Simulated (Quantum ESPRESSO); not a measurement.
The system is KI.

```xyz
2
Lattice="0.0000 3.5328 3.5328 3.5328 0.0000 3.5328 3.5328 3.5328 0.0000" Properties=species:S:1:pos:R:3 pbc="T T T"
I     3.5328    3.5328    3.5328
K     0.0000    0.0000    0.0000
```

Base run:

```yaml
Program: Quantum ESPRESSO 7.5
Functional: PBE
Potentials_or_basis: PseudoDojo 0.4.1 SR PBE standard
Cutoff: 1007 eV
Density_cutoff: 4027 eV
k_mesh: 7 × 7 × 7
Occupations: fermi-dirac, width 0.05 eV
Spin: no spin polarisation
```

Its results: band gap on the k mesh 3.96 eV, direct; pressure 0.6 GPa.

**Question.** The run is repeated on the same cell with these changes: potentials or basis from PseudoDojo 0.4.1 SR PBE standard to PseudoDojo 0.4 FR PBE standard; spin from no spin polarisation to spin-orbit coupling, no magnetisation. What comes out?

**Answer.** Band gap on the k mesh 3.64 eV, direct; pressure 0.6 GPa.

Spin-orbit coupling splits the band edges, which narrows the gap.

Caveats: spin-orbit coupling is left out, which moves the levels of the heavy elements (some runs); some levels on the path didn't converge (some runs).
